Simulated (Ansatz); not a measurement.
# Cu: how settings move the results

Aim, for Cu: relax the cell with several choices of functional.

Program: Ansatz 0.2.0. Level of theory: DFT PBE, scalar-relativistic, plane waves, PAW for the base; runs at other levels say so in their headings and inputs, unless a step's input says otherwise. These are calculated values, not measurements.

1 further run of the same task is left out (set aside as unsound or not needed).

## Step 1: Starting point

The structure is tetragonal, space group I4/mmm (No. 139). The conventional cell has a = 2.886 Å, b = 2.886 Å, c = 2.752 Å, α = 90.00°, β = 90.00°, γ = 90.00°. Cu (site symmetry 4/mmm) has 10 Cu at 2.46 to 2.75 Å as nearest neighbours.

As a file:

```
Cu
1.0
    -1.44279    1.44279    1.37608
     1.44279   -1.44279    1.37608
     1.44279    1.44279   -1.37608
Cu
1
Direct
  0.00000 0.00000 0.00000
```

The structure comes from the Materials Project (structure only); it is used as listed.

## Step 2: The base input

input.yaml

```yaml
crystal:
  lattice:
    - [-1.44279332, 1.44279332, 1.37608145]
    - [1.44279332, -1.44279332, 1.37608145]
    - [1.44279332, 1.44279332, -1.37608145]
  atoms:
    - { symbol: Cu, position: [0.0, 0.0, 0.0] }
basis:
  ecutwfc: 420
kpoints:
  mp_grid: { grid: [20, 20, 20] }
hamiltonian:
  xc: pbe
scf:
  occupations: { method: gaussian, width: 0.1 }
output:
  forces: true
  stress: true
  eigenvalues: true
  populations: true
```

It was run beforehand and gave: -6625.1242 eV/atom at zero smearing, pressure 7.29 GPa, largest force 0.000 eV/Å, no gap on the mesh, in 6 SCF cycles and 17 s.

## Step 3: Relaxing with functional LDA

input.yaml

```yaml
crystal:
  lattice:
    - [-1.44279332, 1.44279332, 1.37608145]
    - [1.44279332, -1.44279332, 1.37608145]
    - [1.44279332, 1.44279332, -1.37608145]
  atoms:
    - { symbol: Cu, position: [0.0, 0.0, 0.0] }
basis:
  ecutwfc: 420
kpoints:
  mp_grid: { grid: [20, 20, 20] }
hamiltonian:
  xc: lda
scf:
  occupations: { method: gaussian, width: 0.1 }
output:
  forces: true
  stress: true
  eigenvalues: true
relax:
  adjacent_minimum: "off"
  f_tol: 0.01
  max_steps: 60
  cell: { stress_tol: 0.05 }
```

Started as:

```sh
$ ansatz run input.yaml --threads 1 --pin off --max-ram 2560MiB --backend cpu --events-out ev --progress --plain --runs-dir out
```

## Step 4: Relaxing with functional PBEsol

Changes to input.yaml since step 3:

```diff
@@ -12,3 +12,3 @@
 hamiltonian:
-  xc: lda
+  xc: pbesol
 scf:
@@ -19,2 +19,6 @@
   eigenvalues: true
+  write_density: true
+  write_potential: true
+  elf: true
+  volumetric_format: npy
 relax:
```

## Step 5: Relaxation, functional: PBE

Changes to input.yaml since step 4:

```diff
@@ -12,3 +12,3 @@
 hamiltonian:
-  xc: pbesol
+  xc: pbe
 scf:
@@ -19,6 +19,2 @@
   eigenvalues: true
-  write_density: true
-  write_potential: true
-  elf: true
-  volumetric_format: npy
 relax:
```

## Step 6: Relaxation, functional: r2SCAN

Changes to input.yaml since step 5:

```diff
@@ -8,3 +8,3 @@
 basis:
-  ecutwfc: 420
+  ecutwfc: 500
 kpoints:
@@ -12,3 +12,3 @@
 hamiltonian:
-  xc: pbe
+  xc: r2scan
 scf:
```

(Steps that only read results are left out.)

Q: Predict the outcome of the series: the values and the trend.

As calculated:

```
                              quantity                                                 value
relaxed volume by functional (Å³/atom)  LDA: 10.93; PBEsol: 11.36; PBE: 12.01; r2SCAN: 11.48
```

What this shows: The relaxed volumes span 9.9 %, from LDA (smallest) to PBE (largest).
